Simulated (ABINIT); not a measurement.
# MoS2 (R-3m) in ABINIT: equation of state

How stiff is MoS2 in PBEsol, and what volume does it want? The cell is scaled to several volumes.

Everything below comes from runs of ABINIT 10.8.3 (patched build). Logs are shortened: lines on timing, memory, paths and dates and some standing lists are left out, and cuts for length are marked. The log counts tension as positive stress, the text compression.

## Step 1: The crystal as given

Symmetry: R-3m, No. 166, trigonal system. The conventional cell has a = 3.171 Å, b = 3.171 Å, c = 18.345 Å, α = 90.00°, β = 90.00°, γ = 120.00°. Around Mo (site symmetry -3m) lie 6 S at 2.39 Å. S (site symmetry 3m) has 3 Mo at 2.39 Å as nearest neighbours.

Measurements of this composition are mostly on another form, of space group No. 194.

## Step 2: Equation of state, PBEsol

File run.abi:

```
# Datasets: one volume each
ndtset 7
getwfk -1
scalecart1 3*0.9795861087
scalecart2 3*0.9864848297
scalecart3 3*0.9932883884
scalecart4 3*1.0000000000
scalecart5 3*1.0066227096
scalecart6 3*1.0131594038
scalecart7 3*1.0196128224

# Pseudopotentials
pp_dirpath "./"
pseudos "Mo.upf, S.upf"

# Structure
acell 6.3831756386 6.3831756386 6.3831756386 Angstrom
rprim
     0.2483873372     0.1434064960     0.9579865905
    -0.2483873372     0.1434064960     0.9579865905
     0.0000000000    -0.2868129920     0.9579865905
ntypat 2
znucl 42 16
natom 3
typat 1 2 2
xred
     0.0000000000     0.0000000000     0.0000000000
     0.2500000000     0.2500000000     0.2500000000
     0.7500000000     0.7500000000     0.7500000000

# Plane-wave basis
ecut 40.0

# k points
kptopt 1
ngkpt 10 10 10
nshiftk 1
shiftk 0.0 0.0 0.0

# Exchange and correlation
ixc -116133

# Bands and occupations
nband 17
occopt 3
tsmear 0.05 eV

# SCF cycle
nstep 100
tolvrs 1.0e-10

# Output
iomode 3
prtwf 1
prtden 0
prteig 0
prtebands 0
enunit 2
```

Potentials or basis: PseudoDojo NC SR PBEsol v0.4.1 standard.

Command:

```bash
abinit run.abi > log 2>&1
```

run.abo:

```text
.Version 10.8.3 of ABINIT
 DATASET    1 : space group R-3 m (#166); Bravais hR (rhombohedral)
================================================================================
 Values of the parameters that define the memory need for DATASET  1.
     intxc =       0    ionmov =       0      iscf =       7    lmnmax =       6
     lnmax =       6     mgfft =      72  mpssoang =       3    mqgrid =    3001
     natom =       3  nloc_mem =       1    nspden =       1   nspinor =       1
    nsppol =       1      nsym =      12    n1xccc =    2501    ntypat =       2
    occopt =       3   xclevel =       2
       mpw =        4119          nfft =      373248          nkpt =         116
================================================================================
================================================================================
[... 61 lines left out ...]
 DATASET    7 : space group R-3 m (#166); Bravais hR (rhombohedral)
================================================================================
 Values of the parameters that define the memory need for DATASET  7.
     intxc =       0    ionmov =       0      iscf =       7    lmnmax =       6
     lnmax =       6     mgfft =      72  mpssoang =       3    mqgrid =    3001
     natom =       3  nloc_mem =       1    nspden =       1   nspinor =       1
    nsppol =       1      nsym =      12    n1xccc =    2501    ntypat =       2
    occopt =       3   xclevel =       2
       mpw =        4627          nfft =      373248          nkpt =         116
================================================================================
================================================================================

--------------------------------------------------------------------------------
------------- Echo of variables that govern the present computation ------------
--------------------------------------------------------------------------------
 -outvars: echo values of preprocessed input variables --------
            acell      1.2062453771E+01  1.2062453771E+01  1.2062453771E+01 Bohr
              amu      9.59400000E+01  3.20660000E+01
             ecut      4.00000000E+01 Hartree
           enunit           2
           getwfk          -1
                       outvar_i_n : Printing only first  50 k-points.
              ixc     -116133
           jdtset        1    2    3    4    5    6    7
                       outvar_i_n : Printing only first  50 k-points.
         kptrlatt       10    0    0      0   10    0      0    0   10
          kptrlen1     5.86999494E+01
          kptrlen2     5.91133430E+01
          kptrlen3     5.95210341E+01
          kptrlen4     5.99232154E+01
          kptrlen5     6.03200695E+01
          kptrlen6     6.07117692E+01
          kptrlen7     6.10984788E+01
            natom           3
            nband          17
           ndtset           7
            ngfft          72      72      72
             nkpt         116
            nstep         100
             nsym          12
           ntypat           2
                       prtocc : prtvol=0, do not print more k-points.
           occopt           3
           prtden           0
        prtebands           0
           prteig           0
            rprim1     2.4331678510E-01  1.4047901138E-01  9.3843035637E-01
                      -2.4331678510E-01  1.4047901138E-01  9.3843035637E-01
                       0.0000000000E+00 -2.8095802276E-01  9.3843035637E-01
            rprim2     2.4503034004E-01  1.4146833278E-01  9.4503923858E-01
                      -2.4503034004E-01  1.4146833278E-01  9.4503923858E-01
                       0.0000000000E+00 -2.8293666557E-01  9.4503923858E-01
            rprim3     2.4672025787E-01  1.4244400730E-01  9.5155695659E-01
                      -2.4672025787E-01  1.4244400730E-01  9.5155695659E-01
                       0.0000000000E+00 -2.8488801460E-01  9.5155695659E-01
            rprim4     2.4838733720E-01  1.4340649600E-01  9.5798659050E-01
                      -2.4838733720E-01  1.4340649600E-01  9.5798659050E-01
                       0.0000000000E+00 -2.8681299200E-01  9.5798659050E-01
            rprim5     2.5003233440E-01  1.4435623558E-01  9.6433105749E-01
                      -2.5003233440E-01  1.4435623558E-01  9.6433105749E-01
                       0.0000000000E+00 -2.8871247116E-01  9.6433105749E-01
            rprim6     2.5165596647E-01  1.4529363999E-01  9.7059312288E-01
                      -2.5165596647E-01  1.4529363999E-01  9.7059312288E-01
                       0.0000000000E+00 -2.9058727998E-01  9.7059312288E-01
            rprim7     2.5325891393E-01  1.4621910214E-01  9.7677541136E-01
                      -2.5325891393E-01  1.4621910214E-01  9.7677541136E-01
                       0.0000000000E+00 -2.9243820427E-01  9.7677541136E-01
          spgroup         166
           tolvrs      1.00000000E-10
           tsmear      1.83746611E-03 Hartree
            typat      1  2  2
                       outvars : Printing only first  50 k-points.
           xangst1     0.0000000000E+00  0.0000000000E+00  0.0000000000E+00
                       2.7465771547E-17  1.7947001432E-17  4.4926243420E+00
                      -3.8189292319E-18  1.1750094465E-16  1.3477873026E+01
           xangst2     0.0000000000E+00  0.0000000000E+00  0.0000000000E+00
                       2.8072948197E-17  1.7245894227E-17  4.5242635839E+00
                       1.1229179279E-16  1.0233104581E-17  1.3572790752E+01
           xangst3     0.0000000000E+00  0.0000000000E+00  0.0000000000E+00
                       0.0000000000E+00  0.0000000000E+00  4.5554663880E+00
                       2.3359491564E-16  5.8750472325E-17  1.3666399164E+01
           xangst4     0.0000000000E+00  0.0000000000E+00  0.0000000000E+00
                       0.0000000000E+00  0.0000000000E+00  4.5862474999E+00
                       1.1750094465E-16 -5.8750472325E-17  1.3758742500E+01
           xangst5     0.0000000000E+00  0.0000000000E+00  0.0000000000E+00
                       1.4452565155E-17 -7.5996550646E-18  4.6166208853E+00
                      -2.9469257333E-16  2.8351852067E-17  1.3849862656E+01
           xangst6     0.0000000000E+00  0.0000000000E+00  0.0000000000E+00
                       1.4164908349E-17 -7.2674975965E-18  4.6465997827E+00
[... 10 lines left out ...]
            xcart3     0.0000000000E+00  0.0000000000E+00  0.0000000000E+00
                       0.0000000000E+00  0.0000000000E+00  8.6085838491E+00
                       4.4143041497E-16  1.1102230246E-16  2.5825751547E+01
            xcart4     0.0000000000E+00  0.0000000000E+00  0.0000000000E+00
                       0.0000000000E+00  0.0000000000E+00  8.6667517205E+00
                       2.2204460493E-16 -1.1102230246E-16  2.6000255162E+01
            xcart5     0.0000000000E+00  0.0000000000E+00  0.0000000000E+00
                       2.7311389959E-17 -1.4361266723E-17  8.7241491003E+00
                      -5.5688825494E-16  5.3577235569E-17  2.6172447301E+01
            xcart6     0.0000000000E+00  0.0000000000E+00  0.0000000000E+00
                       2.6767797378E-17 -1.3733580078E-17  8.7808010060E+00
                      -1.1497341541E-16 -5.4934320312E-17  2.6342403018E+01
            xcart7     0.0000000000E+00  0.0000000000E+00  0.0000000000E+00
                       0.0000000000E+00  0.0000000000E+00  8.8367311828E+00
                       0.0000000000E+00 -5.0265595239E-16  2.6510193548E+01
             xred      0.0000000000E+00  0.0000000000E+00  0.0000000000E+00
                       2.5000000000E-01  2.5000000000E-01  2.5000000000E-01
                       7.5000000000E-01  7.5000000000E-01  7.5000000000E-01
            znucl       42.00000   16.00000

================================================================================

 chkinp: Checking input parameters for consistency, jdtset=   1.

 chkinp: Checking input parameters for consistency, jdtset=   2.
[... 29 lines left out ...]
 getcut: wavevector=  0.0000  0.0000  0.0000  ngfft=  72  72  72
         ecut(hartree)=     40.000   => boxcut(ratio)=   2.14117

--- Pseudopotential description ------------------------------------------------
- pspini: atom type   1  psp file is ./Mo.upf
12 -116133 2 -1 1640                          pspcod,pspxc,lmax,lloc,mmax
     nproj     2     2     2

- pspini: atom type   2  psp file is ./S.upf
12 -116133 2 -1 1146                          pspcod,pspxc,lmax,lloc,mmax
     nproj     2     2     2

   8.68054243E+02                                ecore*ucvol(ha*bohr**3)
--------------------------------------------------------------------------------

================================================================================

--- !BeginCycle
iteration_state: {dtset: 1, }
solver: {iscf: 7, nstep: 100, nline: 4, wfoptalg: 0, }
tolerances: {tolvrs: 1.00E-10, }
...
[... 1146 lines left out ...]
-Cartesian components of stress tensor (GPa)         [Pressure= -5.1879E+00 GPa]
- sigma(1 1)=  6.43810711E+00  sigma(3 2)=  0.00000000E+00
- sigma(2 2)=  6.43810709E+00  sigma(3 1)=  0.00000000E+00
- sigma(3 3)=  2.68761232E+00  sigma(2 1)=  0.00000000E+00

== END DATASET(S) ==============================================================
================================================================================

 -outvars: echo values of variables after computation  --------
            acell      1.2062453771E+01  1.2062453771E+01  1.2062453771E+01 Bohr
           etotal1    -9.2379878790E+01
           etotal2    -9.2382810545E+01
           etotal3    -9.2384788200E+01
           etotal4    -9.2385907315E+01
           etotal5    -9.2386254024E+01
           etotal6    -9.2385905867E+01
           etotal7    -9.2384932800E+01
            fcart1    -0.0000000000E+00 -0.0000000000E+00 -0.0000000000E+00
                       1.4225317483E-18  9.4484459892E-18 -3.8468068951E-02
                      -1.4225317483E-18 -9.4484459892E-18  3.8468068951E-02
            fcart2    -7.7561391582E-18 -7.2289100879E-18  2.3129646346E-18
                      -9.6497774983E-18 -7.2442663258E-19 -3.0016300072E-02
                       1.7405916657E-17  7.9533367204E-18  3.0016300072E-02
            fcart3    -3.1087694222E-18 -2.3129646346E-18 -1.1564823173E-18
                      -9.4195780942E-19 -1.0022241486E-17 -2.2188020088E-02
                       4.0507272316E-18  1.2335206120E-17  2.2188020088E-02
            fcart4     1.1564823173E-18 -5.3016210040E-19 -1.1564823173E-18
[... 52 lines left out ...]
           xangst3     0.0000000000E+00  0.0000000000E+00  0.0000000000E+00
                       0.0000000000E+00  0.0000000000E+00  4.5554663880E+00
                       2.3359491564E-16  5.8750472325E-17  1.3666399164E+01
           xangst4     0.0000000000E+00  0.0000000000E+00  0.0000000000E+00
                       0.0000000000E+00  0.0000000000E+00  4.5862474999E+00
                       1.1750094465E-16 -5.8750472325E-17  1.3758742500E+01
           xangst5     0.0000000000E+00  0.0000000000E+00  0.0000000000E+00
                       1.4452565155E-17 -7.5996550646E-18  4.6166208853E+00
                      -2.9469257333E-16  2.8351852067E-17  1.3849862656E+01
           xangst6     0.0000000000E+00  0.0000000000E+00  0.0000000000E+00
                       1.4164908349E-17 -7.2674975965E-18  4.6465997827E+00
                      -6.0841311254E-17 -2.9069990386E-17  1.3939799348E+01
           xangst7     0.0000000000E+00  0.0000000000E+00  0.0000000000E+00
                       0.0000000000E+00  0.0000000000E+00  4.6761967576E+00
                       0.0000000000E+00 -2.6599407475E-16  1.4028590273E+01
             xred      0.0000000000E+00  0.0000000000E+00  0.0000000000E+00
                       2.5000000000E-01  2.5000000000E-01  2.5000000000E-01
                       7.5000000000E-01  7.5000000000E-01  7.5000000000E-01
 Calculation completed.
```

It took 89 min on 1 thread of Arm Neoverse V2, shared host; peak memory 0.34 GiB.

What came out:

| Quantity | Value |
| --- | --- |
| Equilibrium volume | 18.10 Å³/atom |
| Bulk modulus at fixed shape and positions | 145 GPa |
| Pressure derivative of the bulk modulus | 4.4 |

Energy against volume, from the lowest point:
```csv
volume (Å³/atom),energy (meV/atom)
16.685,57.83
17.040,31.23
17.395,13.30
17.750,3.14
18.105,0.00
18.460,3.16
18.815,11.98
```

Caveat: pressures at fixed basis lie under the slope of the energies; the cell was scaled at fixed shape and fractional positions, which overstates the stiffness of a crystal with free parameters, most of all of layers and chains.
